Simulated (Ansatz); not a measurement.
Program: Ansatz. Geometries: PBE0-D4/def2-TZVP. ΔE: electronic, gas phase. CCSD(T)/CBS adds triple-zeta CCSD(T) − MP2 to the extrapolated MP2 energy (def2 sets, frozen cores). This one scheme is used for every species. Functionals use def2-TZVPP. B3LYP here is the variant with VWN-RPA as its local correlation; programs differ in this. One conformer a species, not always the lowest.

Reaction (substitution at a C–Al bond): `CC[CH](C)[AlH2]` + `CC(C)(C)O` → `CCC(C)OC(C)(C)C` + `[AlH3]`

`CC[CH](C)[AlH2]`:

Z-matrix (Å, degrees):
```
C
C 1 1.520
H 1 1.102 2 111.6
H 1 1.093 2 111.3 3 119.9
H 1 1.092 2 112.4 3 -118.8
C 2 1.529 1 112.4 3 -62.5
H 2 1.099 1 109.5 3 174.5
H 2 1.097 1 109.2 3 59.1
Al 6 1.973 2 107.2 1 53.2
C 6 1.527 2 111.6 1 178.0
H 6 1.099 2 108.0 1 -62.8
H 9 1.594 6 117.9 2 54.1
H 9 1.593 6 123.0 2 -126.5
H 10 1.094 6 112.4 2 175.6
H 10 1.095 6 111.6 2 -63.7
H 10 1.097 6 111.4 2 55.6
```

`CC(C)(C)O`:

Cartesian coordinates in Å:
```
C -0.007 -1.359 -0.477
C 0.067 0.135 -0.190
C -1.324 0.729 -0.075
C 0.874 0.400 1.074
O 0.670 0.806 -1.295
H -0.559 -1.538 -1.403
H 0.996 -1.782 -0.588
H -0.505 -1.895 0.334
H -1.883 0.563 -0.998
H -1.261 1.806 0.096
H -1.872 0.275 0.752
H 0.410 -0.067 1.946
H 0.949 1.474 1.253
H 1.886 -0.004 0.979
H 1.559 0.458 -1.407
```

`CCC(C)OC(C)(C)C`:

Z-matrix (Å, degrees):
```
C
C 1 1.516
H 1 1.091 2 110.7
H 1 1.094 2 111.4 3 120.1
H 1 1.092 2 111.1 3 -119.9
C 2 1.521 1 114.2 3 -60.6
H 2 1.096 1 109.9 3 60.5
H 2 1.095 1 110.1 3 177.6
O 6 1.417 2 107.9 1 62.5
C 6 1.519 2 110.7 1 -176.4
H 6 1.099 2 108.4 1 -56.6
C 9 1.427 6 119.4 2 -136.6
H 10 1.090 6 111.7 2 178.8
H 10 1.093 6 109.7 2 -61.4
H 10 1.093 6 110.7 2 58.1
C 12 1.525 9 111.0 6 67.1
C 12 1.519 9 103.7 6 -175.0
C 12 1.524 9 112.0 6 -56.6
H 16 1.092 12 110.2 9 176.1
H 16 1.091 12 110.4 9 56.4
H 16 1.092 12 111.9 9 -64.4
H 17 1.092 12 110.8 9 -178.8
H 17 1.092 12 110.1 9 -58.6
H 17 1.092 12 110.2 9 60.7
H 18 1.092 12 109.9 9 -175.6
H 18 1.092 12 110.6 9 -56.1
H 18 1.092 12 111.8 9 65.1
```

`[AlH3]`:

Z-matrix (Å, degrees):
```
Al
H 1 1.586
H 1 1.586 2 120.0
H 1 1.586 2 120.0 3 -179.9
```

Question: Is it downhill or uphill in electronic energy at CCSD(T)/CBS, and by how much? (An estimate is asked.)

Answer: Ansatz gave: Uphill: ΔE = +0.47 eV.

Question: What do these levels give: r2SCAN-D4, PBE0-D4, B3LYP-D4, ωB97X-V, B2PLYP, PBE, PBE0, MP2/def2-TZVPP, CCSD/def2-TZVPP, CCSD(T)/def2-TZVPP, MP2/CBS(def2), CCSD/CBS(def2)? (An estimate is asked.)

Answer: The calculation gave: r2SCAN-D4 0.49, PBE0-D4 0.52, B3LYP-D4 0.44, ωB97X-V 0.40, B2PLYP 0.51, PBE 0.62, PBE0 0.60, MP2/def2-TZVPP 0.47, CCSD/def2-TZVPP 0.44, CCSD(T)/def2-TZVPP 0.42, MP2/CBS(def2) 0.52, CCSD/CBS(def2) 0.49 eV.

Largest T1 diagnostic among the species: 0.010.

The D4 term adds −0.12 eV with B3LYP and −0.08 eV with PBE0; it sums over pairs of atoms, weighted by their polarisabilities, and B3LYP, whose exchange is more repulsive, gets the larger term.
